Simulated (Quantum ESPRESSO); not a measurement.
# TiB2 (P6/mmm) in Quantum ESPRESSO: a series of runs

One crystal, TiB2, is run at these levels: PBEsol, LDA; tasks: band structure, single point, equation of state.

Program: Quantum ESPRESSO 7.5. These are calculated values, not measurements. Logs are shortened: lines on timing, memory, paths and dates and some standing lists are left out, and cuts for length are marked.

**1. The structure**

It takes space group P6/mmm (No. 191, hexagonal). Conventional cell: a = 3.029 Å, b = 3.029 Å, c = 3.228 Å, α = 90.00°, β = 90.00°, γ = 120.00°. Ti (site symmetry 6/mmm) is surrounded by 12 B at 2.38 Å. Around B (site symmetry -6m2) lie 3 B at 1.75 Å.

**2. Band structure, PBEsol**

pw.in reads:

```
&CONTROL
  calculation = 'scf'
  prefix = 'pwscf'
  outdir = './tmp'
  pseudo_dir = './pseudo'
  tprnfor = .true.
  tstress = .true.
  disk_io = 'low'
/
&SYSTEM
  ibrav = 0
  celldm(1) = 8
  nat = 3
  ntyp = 2
  ecutwfc = 45
  ecutrho = 360
  nbnd = 15
  occupations = 'smearing'
  smearing = 'fd'
  degauss = 0.00367493
/
&ELECTRONS
  conv_thr = 6d-10
  electron_maxstep = 120
  mixing_beta = 0.5
/
ATOMIC_SPECIES
Ti    47.8670 ti_pbesol_v1.4.uspp.F.UPF
B     10.8100 b_pbesol_v1.4.uspp.F.UPF
CELL_PARAMETERS alat
  0.7155447970895   0.0000000000000   0.0000000000000
 -0.3577723985448   0.6196799718150   0.0000000000000
  0.0000000000000   0.0000000000000   0.7625989775927
ATOMIC_POSITIONS crystal
Ti     0.0000000000    0.0000000000    0.0000000000
B      0.6666666667    0.3333333333    0.5000000000
B      0.3333333333    0.6666666667    0.5000000000
K_POINTS automatic
10 10 8 0 0 0
```

bands.in reads:

```
&CONTROL
  calculation = 'bands'
  prefix = 'pwscf'
  outdir = './tmp'
  pseudo_dir = './pseudo'
  disk_io = 'low'
  verbosity = 'high'
/
&SYSTEM
  ibrav = 0
  celldm(1) = 8
  nat = 3
  ntyp = 2
  ecutwfc = 45
  ecutrho = 360
  nbnd = 15
  occupations = 'smearing'
  smearing = 'fd'
  degauss = 0.00367493
/
&ELECTRONS
  conv_thr = 1d-08
  electron_maxstep = 120
  mixing_beta = 0.5
  diago_full_acc = .true.
  startingwfc = 'random'
/
ATOMIC_SPECIES
Ti    47.8670 ti_pbesol_v1.4.uspp.F.UPF
B     10.8100 b_pbesol_v1.4.uspp.F.UPF
CELL_PARAMETERS alat
  0.7155447970895   0.0000000000000   0.0000000000000
 -0.3577723985448   0.6196799718150   0.0000000000000
  0.0000000000000   0.0000000000000   0.7625989775927
ATOMIC_POSITIONS crystal
Ti     0.0000000000    0.0000000000    0.0000000000
B      0.6666666667    0.3333333333    0.5000000000
B      0.3333333333    0.6666666667    0.5000000000
K_POINTS crystal
60
 0.0000000000  0.0000000000  0.0000000000 1
 0.0714285714  0.0000000000  0.0000000000 1
 0.1428571429  0.0000000000  0.0000000000 1
 0.2142857143  0.0000000000  0.0000000000 1
 0.2857142857  0.0000000000  0.0000000000 1
 0.3571428571  0.0000000000  0.0000000000 1
 0.4285714286  0.0000000000  0.0000000000 1
 0.5000000000  0.0000000000  0.0000000000 1
 0.4444444444  0.1111111111  0.0000000000 1
 0.3888888889  0.2222222222  0.0000000000 1
 0.3333333333  0.3333333333  0.0000000000 1
 0.2916666667  0.2916666667  0.0000000000 1
 0.2500000000  0.2500000000  0.0000000000 1
 0.2083333333  0.2083333333  0.0000000000 1
 0.1666666667  0.1666666667  0.0000000000 1
 0.1250000000  0.1250000000  0.0000000000 1
 0.0833333333  0.0833333333  0.0000000000 1
 0.0416666667  0.0416666667  0.0000000000 1
 0.0000000000  0.0000000000  0.0000000000 1
 0.0000000000  0.0000000000  0.0833333333 1
 0.0000000000  0.0000000000  0.1666666667 1
 0.0000000000  0.0000000000  0.2500000000 1
 0.0000000000  0.0000000000  0.3333333333 1
 0.0000000000  0.0000000000  0.4166666667 1
 0.0000000000  0.0000000000  0.5000000000 1
 0.0714285714  0.0000000000  0.5000000000 1
 0.1428571429  0.0000000000  0.5000000000 1
 0.2142857143  0.0000000000  0.5000000000 1
 0.2857142857  0.0000000000  0.5000000000 1
 0.3571428571  0.0000000000  0.5000000000 1
 0.4285714286  0.0000000000  0.5000000000 1
 0.5000000000  0.0000000000  0.5000000000 1
 0.4583333333  0.0833333333  0.5000000000 1
 0.4166666667  0.1666666667  0.5000000000 1
 0.3750000000  0.2500000000  0.5000000000 1
 0.3333333333  0.3333333333  0.5000000000 1
 0.2962962963  0.2962962963  0.5000000000 1
 0.2592592593  0.2592592593  0.5000000000 1
 0.2222222222  0.2222222222  0.5000000000 1
 0.1851851852  0.1851851852  0.5000000000 1
 0.1481481481  0.1481481481  0.5000000000 1
 0.1111111111  0.1111111111  0.5000000000 1
 0.0740740741  0.0740740741  0.5000000000 1
 0.0370370370  0.0370370370  0.5000000000 1
 0.0000000000  0.0000000000  0.5000000000 1
 0.5000000000  0.0000000000  0.5000000000 1
 0.5000000000  0.0000000000  0.4285714286 1
 0.5000000000  0.0000000000  0.3571428571 1
 0.5000000000  0.0000000000  0.2857142857 1
 0.5000000000  0.0000000000  0.2142857143 1
 0.5000000000  0.0000000000  0.1428571429 1
 0.5000000000  0.0000000000  0.0714285714 1
 0.5000000000  0.0000000000  0.0000000000 1
 0.3333333333  0.3333333333  0.0000000000 1
 0.3333333333  0.3333333333  0.0833333333 1
 0.3333333333  0.3333333333  0.1666666667 1
 0.3333333333  0.3333333333  0.2500000000 1
 0.3333333333  0.3333333333  0.3333333333 1
 0.3333333333  0.3333333333  0.4166666667 1
 0.3333333333  0.3333333333  0.5000000000 1
```

Potentials or basis: GBRV 1.5 PBEsol.

Command:

```
OMP_NUM_THREADS=1 mpirun -n 2 pw.x -nk 2 -in pw.in > pw.out
OMP_NUM_THREADS=1 mpirun -n 2 pw.x -nk 2 -in bands.in > bands.out
```

pw.out:

```text
This program is part of the open-source Quantum ESPRESSO suite
     for quantum simulation of materials; please cite
[... 13 lines left out ...]
     --------------------
     sticks:   dense  smooth     PW     G-vecs:    dense   smooth      PW
     Sum         817     421    121                20005     7059    1239

     Using Slab Decomposition

     bravais-lattice index     =            0
     lattice parameter (alat)  =       8.0000  a.u.
     unit-cell volume          =     173.1293 (a.u.)^3
     number of atoms/cell      =            3
     number of atomic types    =            2
     number of electrons       =        18.00
     number of Kohn-Sham states=           15
     kinetic-energy cutoff     =      45.0000  Ry
     charge density cutoff     =     360.0000  Ry
     scf convergence threshold =      6.0E-10
     mixing beta               =       0.5000
     number of iterations used =            8  plain     mixing
     Exchange-correlation= SLA  PW   PSX  PSC
                           (   1   4  10   8   0   0   0)

     celldm(1)=   8.000000  celldm(2)=   0.000000  celldm(3)=   0.000000
     celldm(4)=   0.000000  celldm(5)=   0.000000  celldm(6)=   0.000000

     crystal axes: (cart. coord. in units of alat)
               a(1) = (   0.715545   0.000000   0.000000 )
               a(2) = (  -0.357772   0.619680   0.000000 )
               a(3) = (   0.000000   0.000000   0.762599 )

     reciprocal axes: (cart. coord. in units 2 pi/alat)
               b(1) = (  1.397537  0.806868 -0.000000 )
               b(2) = (  0.000000  1.613736  0.000000 )
               b(3) = (  0.000000 -0.000000  1.311305 )

     PseudoPot. # 1 for Ti read from file:
     ti_pbesol_v1.4.uspp.F.UPF
     Pseudo is Ultrasoft + core correction, Zval = 12.0
     Generated by new atomic code, or converted to UPF format
     Using radial grid of  851 points,  6 beta functions with:
                l(1) =   0
                l(2) =   0
                l(3) =   1
                l(4) =   1
                l(5) =   2
                l(6) =   2
     Q(r) pseudized with  6 coefficients,  rinner =    1.000   1.000   1.000
                                                       1.000   1.000

     PseudoPot. # 2 for B  read from file:
     b_pbesol_v1.4.uspp.F.UPF
     Pseudo is Ultrasoft + core correction, Zval =  3.0
     Generated by new atomic code, or converted to UPF format
     Using radial grid of  781 points,  4 beta functions with:
                l(1) =   0
                l(2) =   0
                l(3) =   1
                l(4) =   1
     Q(r) pseudized with  8 coefficients,  rinner =    1.100   1.100   1.100

     atomic species   valence    mass     pseudopotential
     Ti               12.00    47.86700     Ti( 1.00)
     B                 3.00    10.81000     B ( 1.00)

     24 Sym. Ops., with inversion, found

   Cartesian axes

     site n.     atom                  positions (alat units)
         1        Ti     tau(   1) = (   0.0000000   0.0000000   0.0000000  )
         2        B      tau(   2) = (   0.3577724   0.2065600   0.3812995  )
         3        B      tau(   3) = (  -0.0000000   0.4131200   0.3812995  )

     number of k points=    70  Fermi-Dirac smearing, width (Ry)=  0.0037
                       cart. coord. in units 2pi/alat
        k(    1) = (   0.0000000   0.0000000   0.0000000), wk =   0.0025000
        k(    2) = (   0.0000000   0.0000000   0.1639131), wk =   0.0050000
        k(    3) = (   0.0000000   0.0000000   0.3278263), wk =   0.0050000
        k(    4) = (   0.0000000   0.0000000   0.4917394), wk =   0.0050000
        k(    5) = (   0.0000000   0.0000000  -0.6556526), wk =   0.0025000
        k(    6) = (   0.0000000   0.1613736   0.0000000), wk =   0.0150000
[... 62 lines left out ...]
        k(   69) = (   0.4192610   0.7261813   0.4917394), wk =   0.0300000
        k(   70) = (   0.4192610   0.7261813  -0.6556526), wk =   0.0150000

     Dense  grid:    20005 G-vectors     FFT dimensions: (  36,  36,  40)

     Smooth grid:     7059 G-vectors     FFT dimensions: (  25,  25,  27)

     Check: negative core charge=   -0.000010

     Initial potential from superposition of free atoms

     starting charge      16.9994, renormalised to      18.0000

     negative rho (up, down):  7.143E-04 0.000E+00
     Starting wfcs are   18 randomized atomic wfcs

     Self-consistent Calculation

     iteration #  1     ecut=    45.00 Ry     beta= 0.50
     Davidson diagonalization with overlap
     ethr =  1.00E-02,  avg # of iterations =  2.7

     negative rho (up, down):  8.538E-04 0.000E+00
[... 67 lines left out ...]
     iteration #  9     ecut=    45.00 Ry     beta= 0.50
     Davidson diagonalization with overlap
     ethr =  2.25E-11,  avg # of iterations =  2.8

     negative rho (up, down):  5.651E-04 0.000E+00

     End of self-consistent calculation

          k = 0.0000 0.0000 0.0000 (   889 PWs)   bands (ev):

   -41.5991 -18.0571 -17.7481 -17.7481   1.6036  12.4823  12.4823  12.7748
    12.9299  16.9869  16.9869  18.7663  18.7663  20.8465  20.8465
[... 118 lines left out ...]
   -41.5339 -18.1748 -18.0923 -17.8128   4.9882   8.2102  10.5476  10.6275
    12.4396  17.4905  17.6988  18.9536  19.5127  21.2146  21.3334

          k = 0.0000-0.8069 0.0000 (   880 PWs)   bands (ev):

   -41.5429 -18.1623 -17.9861 -17.8438   5.7202   5.9018  11.8324  11.8533
    12.7872  16.4252  17.8466  18.3303  18.4636  22.4917  22.6056

          k = 0.0000-0.8069 0.1639 (   878 PWs)   bands (ev):

   -41.5408 -18.1575 -18.0127 -17.8405   5.8202   5.9237  11.5592  11.8681
    12.7437  16.8970  17.4122  17.8723  19.2225  21.1741  23.3294

          k = 0.0000-0.8069 0.3278 (   892 PWs)   bands (ev):

   -41.5358 -18.1459 -18.0765 -17.8326   5.6283   6.4776  11.0273  11.9021
    12.4012  16.9079  17.9354  17.9860  19.7278  20.2703  22.8932

          k = 0.0000-0.8069 0.4917 (   890 PWs)   bands (ev):

   -41.5307 -18.1395 -18.1342 -17.8246   5.4433   7.1815  10.6006  11.6748
    11.9340  17.2121  18.0001  19.1487  19.7645  20.0806  21.7836

          k = 0.0000-0.8069-0.6557 (   888 PWs)   bands (ev):

   -41.5286 -18.1655 -18.1293 -17.8213   5.3685   7.5616  10.4438  11.2400
    11.9467  17.5796  18.0274  19.6023  19.7072  20.4589  20.8548

          k = 0.1398 0.2421 0.0000 (   876 PWs)   bands (ev):
[... 196 lines left out ...]
   -41.5227 -18.1552 -18.0410 -17.9642   6.0582   7.0636   9.4386  11.7199
    12.0218  17.5997  19.0518  19.2126  19.5039  20.2078  22.1733

     the Fermi energy is    15.0137 ev

!    total energy              =    -132.10762508 Ry
     estimated scf accuracy    <          3.5E-10 Ry
     smearing contrib. (-TS)   =      -0.00046399 Ry
     internal energy E=F+TS    =    -132.10716109 Ry

     The total energy is F=E-TS. E is the sum of the following terms:
     one-electron contribution =     -29.68528282 Ry
     hartree contribution      =      24.20454242 Ry
     xc contribution           =     -24.00886883 Ry
     ewald contribution        =    -102.61755186 Ry

     convergence has been achieved in   9 iterations

     negative rho (up, down):  5.651E-04 0.000E+00

     Forces acting on atoms (cartesian axes, Ry/au):

     atom    1 type  1   force =     0.00000000    0.00000000   -0.00000000
     atom    2 type  2   force =     0.00000000   -0.00000000   -0.00000000
     atom    3 type  2   force =    -0.00000000   -0.00000000    0.00000000

     Total force =     0.000000     Total SCF correction =     0.000000

     Computing stress (Cartesian axis) and pressure

     negative rho (up, down):  5.651E-04 0.000E+00
          total   stress  (Ry/bohr**3)                   (kbar)     P=      -48.67
  -0.00027944  -0.00000000  -0.00000000          -41.11       -0.00       -0.00
  -0.00000000  -0.00027944  -0.00000000           -0.00      -41.11       -0.00
   0.00000000   0.00000000  -0.00043357            0.00        0.00      -63.78

=------------------------------------------------------------------------------=
   JOB DONE.
=------------------------------------------------------------------------------=
```

Run time: 9.7 s. Hardware: 2 MPI ranks of Intel Xeon 6975P-C (Granite Rapids), shared host; peak memory 0.18 GiB.

Results:

* Free energy: -1797.4158 eV
* Pressure: -4.9 GPa
* Band gap on the k mesh: none (metal or under the smearing width)

Levels at the corners of the path, in eV from the Fermi level:
```csv
point,band 7,band 8,band 9,band 10,band 11,band 12
Γ,-2.53,-2.24,-2.08,1.97,1.97,3.75
M,-3.18,-3.16,-2.23,1.41,2.83,3.32
K,-7.29,-1.80,-1.80,1.44,1.44,2.07
Γ,-2.53,-2.24,-2.08,1.97,1.97,3.75
A,-0.46,-0.46,-0.12,-0.12,0.50,0.50
L,-4.57,-3.77,-3.07,2.57,3.01,4.59
H,-5.65,-3.10,-3.10,2.60,4.35,4.35
A,-0.46,-0.46,-0.12,-0.12,0.50,0.50
L,-4.57,-3.77,-3.07,2.57,3.01,4.59
M,-3.18,-3.16,-2.23,1.41,2.83,3.32
K,-7.29,-1.80,-1.80,1.44,1.44,2.07
H,-5.65,-3.10,-3.10,2.60,4.35,4.35
```

(Continued in part 2 of 2.)
